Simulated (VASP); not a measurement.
# Si (P-1) in VASP: convergence with ENCUT

Aim: find how far ENCUT must go before the results for Si settle, at PBE. This setting moves, with any that are tied to it; all else stays.

Program: VASP 6.6.1. These are calculated values, not measurements. Logs are shortened: lines on timing, memory, paths and dates and some standing lists are left out, and cuts for length are marked.

## (1) The cell of the first run

The typed cell holds 1 atom: a = 2.632 Å, b = 2.553 Å, c = 2.474 Å, α = 89.58°, β = 88.33°, γ = 118.02°.

This isn't the form of Si at room conditions, which is diamond.

The cell isn't the ideal one: cell strained at random at fixed volume.

## (2) With ENCUT 200 eV

The input, INCAR:

```
SYSTEM = Si
  PREC = Accurate
  ENCUT = 200
  EDIFF = 1E-7
  ISMEAR = 0
  SIGMA = 0.02
  LREAL = .False.
  LASPH = .True.
  NELM = 60
  ALGO = Normal
  ISIF = 2
  LWAVE = .False.
  LCHARG = .False.
  GGA = PE
  NBANDS = 8
```

The input, KPOINTS:

```
regular mesh
0
Gamma
  9 9 8
  0 0 0
```

The input, POSCAR:

```
Si
1.0
    2.6311460000      0.0674690000      0.0379240000
   -1.2571430000      2.2222470000      0.0092250000
    0.0356930000      0.0306330000      2.4736050000
Si
1
Direct
    0.0129010000      0.0063070000     -0.0060710000
```

Potentials or basis: VASP PAW PBE potentials, release 64 (Si).

Started as:

```console
cat potpaw_PBE.64/Si/POTCAR > POTCAR
mpirun -np 1 vasp_std > vasp.out
```

OUTCAR:

```text
SYSTEM = Si
   PREC = Accurate
   ENCUT = 200
   EDIFF = 1E-7
   ISMEAR = 0
   LREAL = .False.
   LASPH = .True.
   NELM = 60
   ISIF = 2
   GGA = PE

 Found    325 irreducible k-points:

 Following reciprocal coordinates:
            Coordinates               Weight
  0.000000  0.000000  0.000000      1.000000
  0.111111  0.000000  0.000000      2.000000
  0.222222  0.000000  0.000000      2.000000
  0.333333 -0.000000  0.000000      2.000000
  0.444444  0.000000  0.000000      2.000000
 -0.000000  0.111111  0.000000      2.000000
   k-points           NKPTS =    325   k-points in BZ     NKDIM =    325   number of bands    NBANDS=      8
   number of dos      NEDOS =    301   number of ions     NIONS =      1
   total plane-waves  NPLWV =   1728
   dimension x,y,z NGX =    12 NGY =   12 NGZ =   12
   dimension x,y,z NGXF=    24 NGYF=   24 NGZF=   24
   ions per type =               1
   NGX,Y,Z   is equivalent  to a cutoff of   7.58,  7.81,  8.06 a.u.
   NGXF,Y,Z  is equivalent  to a cutoff of  15.16, 15.63, 16.13 a.u.
 SYSTEM =  Si
   PREC   = accura    normal or accurate (medium, high low for compatibility)
   ISTART =      0    job   : 0-new  1-cont  2-samecut
   ICHARG =      2    charge: 1-file 2-atom 10-const
   ISPIN  =      1    spin polarized calculation?
   LNONCOLLINEAR =      F non collinear calculations
   LSORBIT =      F    spin-orbit coupling
   LASPH  =      T    aspherical Exc in radial PAW
   ENCUT  =  200.0 eV  14.70 Ry    3.83 a.u.   3.04  2.94  2.85*2*pi/ulx,y,z
   NELM   =     60;   NELMIN=  2; NELMDL= -5     # of ELM steps
   EDIFF  = 0.1E-06   stopping-criterion for ELM
   LREAL  =      F    real-space projection
   EDIFFG = 0.1E-05   stopping-criterion for IOM
   NSW    =      0    number of steps for IOM
   IBRION =     -1    ionic relax: 0-MD 1-quasi-New 2-CG
   NFREE  =      0    steps in history (QN), initial steepest desc. (CG)
   ISIF   =      2    stress and relaxation
   ISYM   =      2    0-nonsym 1-usesym 2-fastsym
   POTIM  = 0.5000    time-step for ionic-motion
   TEBEG  =    0.0;   TEEND  =   0.0 temperature during run
   PSTRESS=    0.0 pullay stress
   NELECT =       4.0000    total number of electrons
   NUPDOWN=      -1.0000    fix difference up-down
   EMIN   =  10.00;   EMAX   =-10.00  energy-range for DOS
   EFERMI =   0.00;   METHOD = LEGACY
   ISMEAR =     0;   SIGMA  =   0.02  broadening in eV -4-tet -1-fermi 0-gaus
   EFERMI_NEDOS =   21; number of points for ismear=-14 and -15
   IALGO  =     38    algorithm
   IMIX   =      4    mixing-type and parameters
     AMIX     =   0.40;   BMIX     =  1.00
     AMIX_MAG =   1.60;   BMIX_MAG =  1.00
  volume/ion in A,a.u.               =      14.67        98.98
  Fermi-wavevector in a.u.,A,eV,Ry     =   1.061627  2.006184 15.334471  1.127052
  Thomas-Fermi vector in A             =   2.197050
   LORBIT       =      0    0 simple, 1 ext, 2 COOP (PROOUT), +10 PAW based schemes
   GGA     = PE    functional components
   LHFCALC =     F    Hartree Fock is set to
   AEXX    =    0.0000 exact exchange contribution
   IVDW    =     0    specifies the selected vdW correction
   LEPSILON=     F    determine dielectric tensor
   LRPA    =     F    only Hartree local field effects (RPA)
 non-spin polarized calculation
 Gauss-broadening in eV      SIGMA  =   0.02
  energy-cutoff  :      200.00
  volume of cell :       14.67
 maximum number of plane-waves:       102
   NGX =  7   NGY =  5   NGZ =  5

 number of electron       4.0000003 magnetization

 Free energy of the ion-electron system (eV)
  ---------------------------------------------------
  ext. energy  EPLUGINS =         0.00000000
  ---------------------------------------------------
  free energy    TOTEN  =        -5.04798419 eV

  energy without entropy =       -5.04782477  energy(sigma->0) =       -5.04790448

 E-fermi :   9.7096     XC(G=0): -11.0723

 val. band max:        9.6998534156   @ k =   0.3333  -0.1111   0.1250
 cond. band min:       9.7113932786   @ k =  -0.1111  -0.2222   0.2500
 fundamental gap:      0.0115398630
 Fermi energy:         9.7095883403

 k-point     1 :       0.0000    0.0000    0.0000
  band No.  band energies     occupation
      1      -4.4523      2.00000
      2      17.4026      0.00000
      3      17.5783      0.00000
      4      19.4820      0.00000
      5      20.7359      0.00000
      6      21.4234      0.00000
      7      23.3015      0.00000
      8      27.6676      0.00000

 k-point     2 :       0.1111    0.0000    0.0000
  band No.  band energies     occupation
      1      -4.1217      2.00000
      2      15.2459      0.00000
      3      17.8200      0.00000
      4      18.4956      0.00000
      5      19.3492      0.00000
      6      22.4734      0.00000
      7      25.1719      0.00000
      8      29.9275      0.00000

 k-point     3 :       0.2222    0.0000    0.0000
  band No.  band energies     occupation
      1      -3.1345      2.00000
      2      11.1137      0.00000
      3      17.6607      0.00000
      4      18.0179      0.00000
      5      18.7349      0.00000
      6      22.9708      0.00000
      7      28.4712      0.00000
      8      30.8978      0.00000

 k-point     4 :       0.3333   -0.0000    0.0000
  band No.  band energies     occupation
      1      -1.5063      2.00000
      2       7.1814      2.00000
      3      16.5910      0.00000
      4      17.4868      0.00000
      5      19.9884      0.00000
      6      24.1881      0.00000
      7      27.9065      0.00000
      8      31.7810      0.00000

 k-point     5 :       0.4444    0.0000    0.0000
  band No.  band energies     occupation
      1       0.6986      2.00000
      2       3.7991      2.00000
      3      16.0381      0.00000
      4      17.1223      0.00000
      5      21.5593      0.00000
      6      25.1840      0.00000
      7      26.2763      0.00000
      8      29.3273      0.00000

 k-point     6 :      -0.0000    0.1111    0.0000
  band No.  band energies     occupation
      1      -4.1004      2.00000
      2      15.9185      0.00000
      3      17.8601      0.00000
      4      18.0926      0.00000
      5      19.0129      0.00000
      6      22.3846      0.00000
      7      24.2586      0.00000
      8      30.1432      0.00000

 [... further k-points ...]
[... 5 lines left out ...]
  --------------------------------------------------------------------------------------
  -------------------------------------------------------------------------------------
  Total        0.4641934      0.2052335      0.1251909     -0.0283381     -0.0932707     -0.0758813
  in kB       50.7038385     22.4176498     13.6746030     -3.0953759    -10.1879592     -8.2885172
  external PRESSURE =      28.9320305 kB  Pullay stress =       0.0000000 kB

 VOLUME and BASIS-vectors are now :
 -----------------------------------------------------------------------------
  energy-cutoff  :      200.00
  volume of cell :       14.67
      direct lattice vectors                 reciprocal lattice vectors
     2.631146000  0.067469000  0.037924000     0.374741409  0.212027576 -0.008033088
    -1.257143000  2.222247000  0.009225000    -0.011298799  0.443625290 -0.005330797
     0.035693000  0.030633000  2.473605000    -0.005703199 -0.004905139  0.404411304

 POSITION                                       TOTAL-FORCE (eV/Angst)
 -----------------------------------------------------------------------------------
      0.06149      0.04533      2.45914         0.000000      0.000000      0.000000
 -----------------------------------------------------------------------------------
    total drift:                                0.000004      0.000006      0.000055

  FREE ENERGIE OF THE ION-ELECTRON SYSTEM (eV)
  ---------------------------------------------------
  free  energy   TOTEN  =        -5.0479841910 eV

  energy  without entropy=       -5.0478247701  energy(sigma->0) =       -5.04790448
```

stdout:

```text
POSCAR found type information on POSCAR Si
 POSCAR found :  1 types and       1 ions
 scaLAPACK will be used
 LDA part: xc-table for (Slater+PW92), standard interpolation
 POSCAR, INCAR and KPOINTS ok, starting setup
 FFT: planning ... GRIDC
 FFT: planning ... GRID_SOFT
 FFT: planning ... GRID
 WAVECAR not read
 entering main loop
```

Wall time 4.3 s (1 thread of Intel Xeon 6975P-C (Granite Rapids), shared host); peak memory 0.1 GiB.

What came out:

* Free energy: -5.0480 eV
* Band gap on the k mesh: none (metal or under the smearing width)

## (3) With ENCUT 250 eV

INCAR, as its differences from that of step 2:

```diff
@@ -2,3 +2,3 @@
   PREC = Accurate
-  ENCUT = 200
+  ENCUT = 250
   EDIFF = 1E-7
```

KPOINTS is that of step 2.

POSCAR is that of step 2.

Potentials or basis: VASP PAW PBE potentials, release 64 (Si).

Started as:

```console
cat potpaw_PBE.64/Si/POTCAR > POTCAR
mpirun -np 1 vasp_std > vasp.out
```

Wall time 5.1 s (1 thread of Intel Xeon 6975P-C (Granite Rapids), shared host); peak memory 0.1 GiB.

What came out:

```
Free energy            : -5.0679 eV
Band gap on the k mesh : none (metal or under the smearing width)
```

## (4) With ENCUT 300 eV

INCAR, as its differences from that of step 3:

```diff
@@ -2,3 +2,3 @@
   PREC = Accurate
-  ENCUT = 250
+  ENCUT = 300
   EDIFF = 1E-7
```

KPOINTS is that of step 3.

POSCAR is that of step 3.

Started as:

```console
cat potpaw_PBE.64/Si/POTCAR > POTCAR
mpirun -np 1 vasp_std > vasp.out
```

Wall time 6.8 s (1 thread of Intel Xeon 6975P-C (Granite Rapids), shared host); peak memory 0.1 GiB.

What came out:

```
Free energy            : -5.0753 eV
Pressure               : 2.8 GPa
Band gap on the k mesh : none (metal or under the smearing width)
```

## (5) With ENCUT 350 eV

INCAR, as its differences from that of step 4:

```diff
@@ -2,3 +2,3 @@
   PREC = Accurate
-  ENCUT = 300
+  ENCUT = 350
   EDIFF = 1E-7
```

KPOINTS is that of step 4.

POSCAR is that of step 4.

Started as:

```console
cat potpaw_PBE.64/Si/POTCAR > POTCAR
mpirun -np 1 vasp_std > vasp.out
```

Run time: 6.1 s. Hardware: 1 thread of Intel Xeon 6975P-C (Granite Rapids), shared host; peak memory 0.11 GiB.

What came out:

```yaml
Free_energy: -5.0804 eV
Pressure: 2.9 GPa
Band_gap_on_the_k_mesh: none (metal or under the smearing width)
```

## (6) With ENCUT 400 eV

INCAR, as its differences from that of step 5:

```diff
@@ -2,3 +2,3 @@
   PREC = Accurate
-  ENCUT = 350
+  ENCUT = 400
   EDIFF = 1E-7
```

KPOINTS is that of step 5.

POSCAR is that of step 5.

Potentials or basis: VASP PAW PBE potentials, release 64 (Si).

Started as:

```console
cat potpaw_PBE.64/Si/POTCAR > POTCAR
mpirun -np 1 vasp_std > vasp.out
```

Wall time 11 s (1 thread of Intel Xeon 6975P-C (Granite Rapids), shared host); peak memory 0.12 GiB.

What came out:

```yaml
Free_energy: -5.0818 eV
Pressure: 2.9 GPa
Band_gap_on_the_k_mesh: none (metal or under the smearing width)
```

## (7) With ENCUT 450 eV

INCAR, as its differences from that of step 6:

```diff
@@ -2,3 +2,3 @@
   PREC = Accurate
-  ENCUT = 400
+  ENCUT = 450
   EDIFF = 1E-7
```

KPOINTS is that of step 6.

POSCAR is that of step 6.

Started as:

```console
cat potpaw_PBE.64/Si/POTCAR > POTCAR
mpirun -np 1 vasp_std > vasp.out
```

It took 11 s on 1 thread of Intel Xeon 6975P-C (Granite Rapids), shared host; peak memory 0.13 GiB.

What came out:

```yaml
Free_energy: -5.0821 eV
Pressure: 3.0 GPa
Band_gap_on_the_k_mesh: none (metal or under the smearing width)
```

## (8) With ENCUT 500 eV

INCAR, as its differences from that of step 7:

```diff
@@ -2,3 +2,3 @@
   PREC = Accurate
-  ENCUT = 450
+  ENCUT = 500
   EDIFF = 1E-7
```

KPOINTS is that of step 7.

POSCAR is that of step 7.

Started as:

```console
cat potpaw_PBE.64/Si/POTCAR > POTCAR
mpirun -np 1 vasp_std > vasp.out
```

It took 15 s on 1 thread of Intel Xeon 6975P-C (Granite Rapids), shared host; peak memory 0.13 GiB.

What came out:

```
Free energy            : -5.0821 eV
Pressure               : 3.0 GPa
Band gap on the k mesh : none (metal or under the smearing width)
```

## (9) With ENCUT 600 eV

INCAR, as its differences from that of step 8:

```diff
@@ -2,3 +2,3 @@
   PREC = Accurate
-  ENCUT = 500
+  ENCUT = 600
   EDIFF = 1E-7
```

KPOINTS is that of step 8.

POSCAR is that of step 8.

Potentials or basis: VASP PAW PBE potentials, release 64 (Si).

Started as:

```console
cat potpaw_PBE.64/Si/POTCAR > POTCAR
mpirun -np 1 vasp_std > vasp.out
```

It took 12 s on 1 thread of Intel Xeon 6975P-C (Granite Rapids), shared host; peak memory 0.14 GiB.

What came out:

```
Free energy            : -5.0822 eV
Pressure               : 3.0 GPa
Band gap on the k mesh : none (metal or under the smearing width)
```

## (10) With ENCUT 800 eV

INCAR, as its differences from that of step 9:

```diff
@@ -2,3 +2,3 @@
   PREC = Accurate
-  ENCUT = 600
+  ENCUT = 800
   EDIFF = 1E-7
```

KPOINTS is that of step 9.

POSCAR is that of step 9.

Started as:

```console
cat potpaw_PBE.64/Si/POTCAR > POTCAR
mpirun -np 1 vasp_std > vasp.out
```

Run time: 16 s. Hardware: 1 thread of Intel Xeon 6975P-C (Granite Rapids), shared host; peak memory 0.17 GiB.

It converged, with:

```
Free energy            : -5.0822 eV
Pressure               : 3.0 GPa
Band gap on the k mesh : none (metal or under the smearing width)
```

## (11) Summary

```tsv
ENCUT	energy less the tightest run, at zero smearing (meV/atom)	SCF cycles	CPU time (s)	peak memory (GiB)
200 eV	34.22	11	2.9	0.1
250 eV	14.31	11	3.6	0.1
300 eV	6.94	11	5.3	0.1
350 eV	1.76	11	4.6	0.11
400 eV	0.43	11	9.5	0.12
450 eV	0.13	11	10	0.13
500 eV	0.09	11	14	0.13
600 eV	0.01	11	11	0.14
800 eV	0.00	11	15	0.17
```

Against the tightest run, the energy stays within 1 meV/atom from 400 eV on. The tightest run that finished is the yardstick and may itself not be fully converged.
